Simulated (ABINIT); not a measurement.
# ZnSe (Stilleite) (F-43m) in ABINIT: settings compared, part 2 of 2

ABINIT 10.8.3 (patched build).

**3. Single point, PBE-EpsX**

File run.abi:

```
pp_dirpath "./"
pseudos "Se_ONCV_PBE-1.2.upf, Zn_ONCV_PBE-1.2.upf"

acell 4.0075983931 4.0075983931 4.0075983931 Angstrom
rprim
     0.0000000000     0.7071067812     0.7071067812
     0.7071067812     0.0000000000     0.7071067812
     0.7071067812     0.7071067812     0.0000000000
ntypat 2
znucl 34 30
natom 2
typat 1 2
xred
     0.7500000000     0.7500000000     0.7500000000
     0.0000000000     0.0000000000     0.0000000000

ecut 35.0

kptopt 1
ngkpt 3 3 3
nshiftk 1
shiftk 0.0 0.0 0.0

ixc 41
hyb_mixing 0.136

nband 15
occopt 1

nstep 60
diemac 6.0
toldfe 1.0e-7

iomode 3
prtwf 0
prtden 0
prteig 0
prtebands 0
enunit 2
prtvol 2
```

Potentials or basis: SG15 NC PBE v1.2.

Launch:

```
$ mpirun --bind-to none -np 4 abinit run.abi > log 2>&1
```

run.abo:

```text
.Version 10.8.3 of ABINIT
 Symmetries : space group F-4 3 m (#216); Bravais cF (face-center cubic)
================================================================================
 Values of the parameters that define the memory need of the present run
     intxc =       0    ionmov =       0      iscf =       7    lmnmax =       6
     lnmax =       6     mgfft =      45  mpssoang =       3    mqgrid =    3001
     natom =       2  nloc_mem =       1    nspden =       1   nspinor =       1
    nsppol =       1      nsym =      24    n1xccc =       0    ntypat =       2
    occopt =       1   xclevel =       2
       mpw =        3071          nfft =       91125          nkpt =           4
================================================================================
================================================================================

--------------------------------------------------------------------------------
------------- Echo of variables that govern the present computation ------------
--------------------------------------------------------------------------------
 -outvars: echo values of preprocessed input variables --------
            acell      7.5732633856E+00  7.5732633856E+00  7.5732633856E+00 Bohr
              amu      7.89600000E+01  6.53900000E+01
           diemac      6.00000000E+00
             ecut      3.50000000E+01 Hartree
           enunit           2
   hyb_mixing          1.3600000000E-01
              ixc          41
         kptrlatt        3    0    0      0    3    0      0    0    3
          kptrlen      2.27197902E+01
            natom           2
            nband          15
          nbandhf          13
            ngfft          45      45      45
             nkpt           4
           nkpthf          27
            nstep          60
             nsym          24
           ntypat           2
           prtden           0
        prtebands           0
           prteig           0
           prtvol           2
            prtwf           0
            rprim      0.0000000000E+00  7.0710678120E-01  7.0710678120E-01
                       7.0710678120E-01  0.0000000000E+00  7.0710678120E-01
                       7.0710678120E-01  7.0710678120E-01  0.0000000000E+00
          spgroup         216
           toldfe      1.00000000E-07 Hartree
            typat      1  2
          usefock           1
           xangst      4.2507000001E+00  4.2507000001E+00  4.2507000001E+00
                       0.0000000000E+00  0.0000000000E+00  0.0000000000E+00
            xcart      8.0326588436E+00  8.0326588436E+00  8.0326588436E+00
                       0.0000000000E+00  0.0000000000E+00  0.0000000000E+00
             xred      7.5000000000E-01  7.5000000000E-01  7.5000000000E-01
                       0.0000000000E+00  0.0000000000E+00  0.0000000000E+00
            znucl       34.00000   30.00000

================================================================================

 chkinp: Checking input parameters for consistency.

================================================================================
== DATASET  1 ==================================================================

--- !DatasetInfo
iteration_state: {dtset: 1, }
dimensions: {natom: 2, nkpt: 4, mband: 15, nsppol: 1, nspinor: 1, nspden: 1, mpw: 3071, }
cutoff_energies: {ecut:  35.0, pawecutdg:  -1.0, }
electrons: {nelect:   2.60000000E+01, charge:   0.00000000E+00, occopt:   1.00000000E+00, tsmear:   1.00000000E-02, }
[... 112 lines left out ...]
 reduced coordinates (array xred) for    2 atoms
       0.750000000000      0.750000000000      0.750000000000
       0.000000000000      0.000000000000      0.000000000000
 rms dE/dt=  1.9040E-28; max dE/dt=  2.6926E-28; dE/dt below (all hartree)
    1       0.000000000000      0.000000000000      0.000000000000
    2      -0.000000000000     -0.000000000000      0.000000000000

 cartesian coordinates (angstrom) at end:
    1      4.25070000013085     4.25070000013085     4.25070000013085
    2      0.00000000000000     0.00000000000000     0.00000000000000

 cartesian forces (hartree/bohr) at end:
    1      0.00000000000000     0.00000000000000    -0.00000000000000
    2     -0.00000000000000    -0.00000000000000     0.00000000000000
 frms,max,avg= 2.4070593E-29 3.7711372E-29   0.000E+00  0.000E+00  0.000E+00 h/b

 cartesian forces (eV/Angstrom) at end:
    1      0.00000000000000     0.00000000000000    -0.00000000000000
    2     -0.00000000000000    -0.00000000000000     0.00000000000000
 frms,max,avg= 1.2377597E-27 1.9391967E-27   0.000E+00  0.000E+00  0.000E+00 e/A
 length scales=  7.573263385587  7.573263385587  7.573263385587 bohr
              =  4.007598393100  4.007598393100  4.007598393100 angstroms
 Fermi (or HOMO) energy (hartree) =   0.10648   Average Vxc (hartree)=  -0.30200
 Eigenvalues (hartree) for nkpt=   4  k points:
 kpt#   1, nband= 15, wtk=  0.03704, kpt=  0.0000  0.0000  0.0000 (reduced coord)
  -4.62799   -2.90741   -2.90741   -2.90741   -0.40234   -0.16874   -0.16874   -0.16874
  -0.15626   -0.15626    0.10648    0.10648    0.10648    0.18833    0.35522
 kpt#   2, nband= 15, wtk=  0.29630, kpt=  0.3333  0.0000  0.0000 (reduced coord)
  -4.62799   -2.90742   -2.90742   -2.90742   -0.38069   -0.16625   -0.16625   -0.16085
  -0.15604   -0.15604   -0.05036    0.08066    0.08066    0.23941    0.38034
 kpt#   3, nband= 15, wtk=  0.22222, kpt=  0.3333  0.3333  0.0000 (reduced coord)
  -4.62799   -2.90742   -2.90742   -2.90742   -0.37340   -0.16641   -0.16260   -0.16260
  -0.15560   -0.15501   -0.03982    0.04009    0.04009    0.26383    0.28458
 kpt#   4, nband= 15, wtk=  0.44444, kpt= -0.3333  0.3333  0.0000 (reduced coord)
  -4.62799   -2.90742   -2.90742   -2.90741   -0.36432   -0.16477   -0.16248   -0.15773
  -0.15599   -0.14636   -0.07252   -0.01410    0.04855    0.28088    0.37717
 Fermi (or HOMO) energy (eV) =   2.89753   Average Vxc (eV)=  -8.21787
 Eigenvalues (   eV  ) for nkpt=   4  k points:
 kpt#   1, nband= 15, wtk=  0.03704, kpt=  0.0000  0.0000  0.0000 (reduced coord)
-125.93413  -79.11475  -79.11475  -79.11475  -10.94818   -4.59156   -4.59156   -4.59156
  -4.25203   -4.25203    2.89753    2.89753    2.89753    5.12475    9.66611
 kpt#   2, nband= 15, wtk=  0.29630, kpt=  0.3333  0.0000  0.0000 (reduced coord)
-125.93401  -79.11502  -79.11492  -79.11492  -10.35908   -4.52379   -4.52379   -4.37692
  -4.24615   -4.24615   -1.37043    2.19497    2.19497    6.51465   10.34965
 kpt#   3, nband= 15, wtk=  0.22222, kpt=  0.3333  0.3333  0.0000 (reduced coord)
-125.93399  -79.11503  -79.11503  -79.11499  -10.16082   -4.52818   -4.42457   -4.42457
  -4.23417   -4.21809   -1.08360    1.09101    1.09101    7.17910    7.74387
 kpt#   4, nband= 15, wtk=  0.44444, kpt= -0.3333  0.3333  0.0000 (reduced coord)
-125.93405  -79.11501  -79.11482  -79.11459   -9.91355   -4.48368   -4.42142   -4.29211
  -4.24476   -3.98258   -1.97334   -0.38375    1.32103    7.64307   10.26336
 Total charge density [el/Bohr^3]
)     Maximum=    3.7442E+00  at reduced coord.    0.9556    0.9778    0.9778
)Next maximum=    3.7442E+00  at reduced coord.    0.0889    0.9778    0.9778
)     Minimum=    1.1758E-03  at reduced coord.    0.7556    0.7556    0.7333
)Next minimum=    1.1758E-03  at reduced coord.    0.7556    0.7333    0.7556
   Integrated=    2.6000E+01

--- !EnergyTerms
iteration_state     : {dtset: 1, }
comment             : Components of total free energy in Hartree
kinetic             :  8.84779413362432E+01
hartree             :  8.98729239473937E+01
xc                  : -1.77427218129536E+01
Ewald energy        : -1.02307243767790E+02
psp_core            :  3.49024130842629E+00
local_psp           : -2.04431363396022E+02
non_local_psp+x     : -6.70292813520157E+01
total_energy        : -2.09669503736718E+02
...

--- !EnergyTermsDC
iteration_state     : {dtset: 1, }
comment             : '"Double-counting" decomposition of free energy'
band_energy         : -2.89665019852966E+01
Ewald energy        : -1.02307243767790E+02
psp_core            :  3.49024130842629E+00
xc_dc               : -8.18861639526476E+01
total_energy_dc     : -2.09669668397308E+02
...

 Cartesian components of stress tensor (hartree/bohr^3)
  sigma(1 1)= -9.34240706E-05  sigma(3 2)=  0.00000000E+00
  sigma(2 2)= -9.34240706E-05  sigma(3 1)=  0.00000000E+00
  sigma(3 3)= -9.34240706E-05  sigma(2 1)=  0.00000000E+00

-Cartesian components of stress tensor (GPa)         [Pressure=  2.7486E+00 GPa]
- sigma(1 1)= -2.74863105E+00  sigma(3 2)=  0.00000000E+00
- sigma(2 2)= -2.74863105E+00  sigma(3 1)=  0.00000000E+00
- sigma(3 3)= -2.74863105E+00  sigma(2 1)=  0.00000000E+00

== END DATASET(S) ==============================================================
================================================================================

 -outvars: echo values of variables after computation  --------
            acell      7.5732633856E+00  7.5732633856E+00  7.5732633856E+00 Bohr
           etotal     -2.0966950374E+02
            fcart      1.2570457408E-29  1.2570457408E-29 -3.7711372224E-29
                      -1.2570457408E-29 -1.2570457408E-29  3.7711372224E-29
            rprim      0.0000000000E+00  7.0710678120E-01  7.0710678120E-01
                       7.0710678120E-01  0.0000000000E+00  7.0710678120E-01
                       7.0710678120E-01  7.0710678120E-01  0.0000000000E+00
           strten     -9.3424070625E-05 -9.3424070625E-05 -9.3424070625E-05
                       0.0000000000E+00  0.0000000000E+00  0.0000000000E+00
           xangst      4.2507000001E+00  4.2507000001E+00  4.2507000001E+00
                       0.0000000000E+00  0.0000000000E+00  0.0000000000E+00
             xred      7.5000000000E-01  7.5000000000E-01  7.5000000000E-01
                       0.0000000000E+00  0.0000000000E+00  0.0000000000E+00
 Calculation completed.
```

Wall time 4.3 min (4 MPI ranks of Arm Neoverse V2, shared host); peak memory 0.36 GiB.

Results:

```
Free energy                                           : -5705.3979 eV
Pressure                                              : 2.7 GPa
Band gap on the k mesh                                : 2.23 eV, direct
Valence electrons inside the program's atomic spheres : Se 3.30; Zn 18.12
```

Caveat: the k mesh is coarse (spacing up to 0.64 Å⁻¹), so the values aren't converged, least of all with exact exchange; exact exchange is summed on a coarse mesh, which widens gaps by tenths of an eV; the potentials were made for another functional, which shifts forces and pressure.

**4. Equation of state, rPW86PBE**

File run.abi:

```
# Datasets: one volume each
ndtset 7
getwfk -1
scalecart1 3*0.9795861087
scalecart2 3*0.9864848297
scalecart3 3*0.9932883884
scalecart4 3*1.0000000000
scalecart5 3*1.0066227096
scalecart6 3*1.0131594038
scalecart7 3*1.0196128224

# Pseudopotentials
pp_dirpath "./"
pseudos "Se.upf, Zn.upf"

# Structure
acell 4.0075983931 4.0075983931 4.0075983931 Angstrom
rprim
     0.0000000000     0.7071067812     0.7071067812
     0.7071067812     0.0000000000     0.7071067812
     0.7071067812     0.7071067812     0.0000000000
ntypat 2
znucl 34 30
natom 2
typat 1 2
xred
     0.7500000000     0.7500000000     0.7500000000
     0.0000000000     0.0000000000     0.0000000000

# Plane-wave basis
ecut 43.0

# k points
kptopt 1
ngkpt 8 8 8
nshiftk 1
shiftk 0.0 0.0 0.0

# Exchange and correlation
ixc -144130

# Bands and occupations
nband 22
occopt 3
tsmear 0.05 eV

# SCF cycle
nstep 100
tolvrs 1.0e-10

# Output
iomode 3
prtwf 1
prtden 0
prteig 0
prtebands 0
enunit 1
```

Potentials or basis: PseudoDojo NC SR PBE v0.4.1 standard.

Launch:

```
$ abinit run.abi > log 2>&1
```

run.abo:

```text
.Version 10.8.3 of ABINIT
 DATASET    1 : space group F-4 3 m (#216); Bravais cF (face-center cubic)
================================================================================
 Values of the parameters that define the memory need for DATASET  1.
     intxc =       0    ionmov =       0      iscf =       7    lmnmax =       6
     lnmax =       6     mgfft =      45  mpssoang =       3    mqgrid =    3001
     natom =       2  nloc_mem =       1    nspden =       1   nspinor =       1
    nsppol =       1      nsym =      24    n1xccc =    2501    ntypat =       2
    occopt =       3   xclevel =       2
       mpw =        3924          nfft =       91125          nkpt =          29
================================================================================
================================================================================
[... 61 lines left out ...]
 DATASET    7 : space group F-4 3 m (#216); Bravais cF (face-center cubic)
================================================================================
 Values of the parameters that define the memory need for DATASET  7.
     intxc =       0    ionmov =       0      iscf =       7    lmnmax =       6
     lnmax =       6     mgfft =      48  mpssoang =       3    mqgrid =    3001
     natom =       2  nloc_mem =       1    nspden =       1   nspinor =       1
    nsppol =       1      nsym =      24    n1xccc =    2501    ntypat =       2
    occopt =       3   xclevel =       2
       mpw =        4405          nfft =      110592          nkpt =          29
================================================================================
================================================================================
[... 1164 lines left out ...]
           etotal2    -3.3067642599E+02
           etotal3    -3.3067782400E+02
           etotal4    -3.3067889107E+02
           etotal5    -3.3067965920E+02
           etotal6    -3.3068015885E+02
           etotal7    -3.3068041610E+02
            fcart1    -0.0000000000E+00 -0.0000000000E+00 -0.0000000000E+00
                      -0.0000000000E+00 -0.0000000000E+00 -0.0000000000E+00
            fcart2     3.5679495197E-28  3.5679495197E-28 -1.0703848559E-27
                      -3.5679495197E-28 -3.5679495197E-28  1.0703848559E-27
            fcart3     4.0497265624E-28  4.0497265624E-28 -1.2149179687E-27
                      -4.0497265624E-28 -4.0497265624E-28  1.2149179687E-27
            fcart4     8.0450927412E-28  8.0450927412E-28 -2.4135278224E-27
                      -8.0450927412E-28 -8.0450927412E-28  2.4135278224E-27
            fcart5    -7.9921629668E-28 -7.9921629668E-28  2.3976488900E-27
                       7.9921629668E-28  7.9921629668E-28 -2.3976488900E-27
[... 38 lines left out ...]
                       0.0000000000E+00  0.0000000000E+00  0.0000000000E+00
           xangst1     4.1639266724E+00  4.1639266724E+00  4.1639266724E+00
                       0.0000000000E+00  0.0000000000E+00  0.0000000000E+00
           xangst2     4.1932510657E+00  4.1932510657E+00  4.1932510657E+00
                       0.0000000000E+00  0.0000000000E+00  0.0000000000E+00
           xangst3     4.2221709527E+00  4.2221709527E+00  4.2221709527E+00
                       0.0000000000E+00  0.0000000000E+00  0.0000000000E+00
           xangst4     4.2507000001E+00  4.2507000001E+00  4.2507000001E+00
                       0.0000000000E+00  0.0000000000E+00  0.0000000000E+00
           xangst5     4.2788511518E+00  4.2788511518E+00  4.2788511518E+00
                       0.0000000000E+00  0.0000000000E+00  0.0000000000E+00
           xangst6     4.3066366779E+00  4.3066366779E+00  4.3066366779E+00
                       0.0000000000E+00  0.0000000000E+00  0.0000000000E+00
           xangst7     4.3340682243E+00  4.3340682243E+00  4.3340682243E+00
                       0.0000000000E+00  0.0000000000E+00  0.0000000000E+00
             xred      7.5000000000E-01  7.5000000000E-01  7.5000000000E-01
                       0.0000000000E+00  0.0000000000E+00  0.0000000000E+00
 Calculation completed.
```

It took 8.9 min on 1 thread of Arm Neoverse V2, shared host; peak memory 0.16 GiB.

Results:

```
Equilibrium volume : 24.43 Å³/atom (rough: see the caveat)
Bulk modulus       : 52 GPa (rough)
```

Energy against volume, from the lowest point:
```csv
volume (Å³/atom),energy (meV/atom)
21.391,78.33
21.846,54.29
22.301,35.27
22.757,20.75
23.212,10.30
23.667,3.50
24.122,0.00
```

Caveat: pressures at fixed basis lie under the slope of the energies; the minimum lies outside the volumes run; the potentials were made for another functional, which shifts forces and pressure.

**5. Equation of state, PBEsol**

Changes to run.abi since step 4:

```diff
@@ -16,7 +16,7 @@
 # Structure
-acell 4.0075983931 4.0075983931 4.0075983931 Angstrom
+acell 3*1.0
 rprim
-     0.0000000000     0.7071067812     0.7071067812
-     0.7071067812     0.0000000000     0.7071067812
-     0.7071067812     0.7071067812     0.0000000000
+     0.0000000000     5.3551058920     5.3551058920
+     5.3551058920     0.0000000000     5.3551058920
+     5.3551058920     5.3551058920     0.0000000000
 ntypat 2
@@ -39,3 +39,3 @@
 # Exchange and correlation
-ixc -144130
+ixc -116133
 
@@ -56,2 +56 @@
 prtebands 0
-enunit 1
```

Potentials or basis: PseudoDojo NC SR PBEsol v0.4.1 standard.

Launch:

```
$ abinit run.abi > log 2>&1
```

It took 9 min on 1 thread of Arm Neoverse V2, shared host; peak memory 0.16 GiB.

Results (log left out):

| Property | Result |
| --- | --- |
| Equilibrium volume | 22.33 Å³/atom |
| Bulk modulus | 65 GPa |
| Pressure derivative of the bulk modulus | 4.5 |

Energy against volume, from the lowest point:
| volume (Å³/atom) | energy (meV/atom) |
| --- | --- |
| 21.391 | 8.77 |
| 21.846 | 2.25 |
| 22.301 | 0.00 |
| 22.757 | 1.55 |
| 23.212 | 6.51 |
| 23.667 | 14.51 |
| 24.122 | 25.21 |

Caveat: pressures at fixed basis lie under the slope of the energies.

**6. Overview**

| task | level | potentials or basis | k mesh | cutoff (eV) | smearing | stop of the response cycle (tolvrs) | acoustic sum rule (asr) | most SCF steps | dielectric constant that sets the share | mesh quality | pressure (GPa) |
| --- | --- | --- | --- | --- | --- | --- | --- | --- | --- | --- | --- |
| dielectric tensor | PBE | PseudoDojo NC SR PBE v0.4.1 standard | 4 × 4 × 4, with 4 shifts | 1088 | fixed | 1e-08 | 1 | - | - | not flagged | 1.9 |
| single point | PBE-EpsX | SG15 NC PBE v1.2 | 3 × 3 × 3 | 952 | fixed | - | - | 60 | 7.3528 | coarse | 2.7 |
| equation of state | rPW86PBE | PseudoDojo NC SR PBE v0.4.1 standard | 8 × 8 × 8 | 1170 | fermi-dirac 0.05 eV | - | - | - | - | not flagged | - |
| equation of state | PBEsol | PseudoDojo NC SR PBEsol v0.4.1 standard | 8 × 8 × 8 | 1170 | fermi-dirac 0.05 eV | - | - | - | - | not flagged | - |

Alike in all rows: no spin polarisation; cell as given.

Caveats: some runs use coarse meshes; the potentials were made for another functional, which shifts forces and pressure (some runs); pressures at fixed basis lie under the slope of the energies (some runs); exact exchange is summed on a coarse mesh, which widens gaps by tenths of an eV (some runs); the minimum lies outside the volumes run (some runs).

Absolute energies hang on the potentials; compare differences alone.

**7. Against experiment**

Step 2. Measured high-frequency dielectric constant of ZnSe: 5.9 (a printed reference work, textbook). This calculation gives 7.35 (+24.6 %).
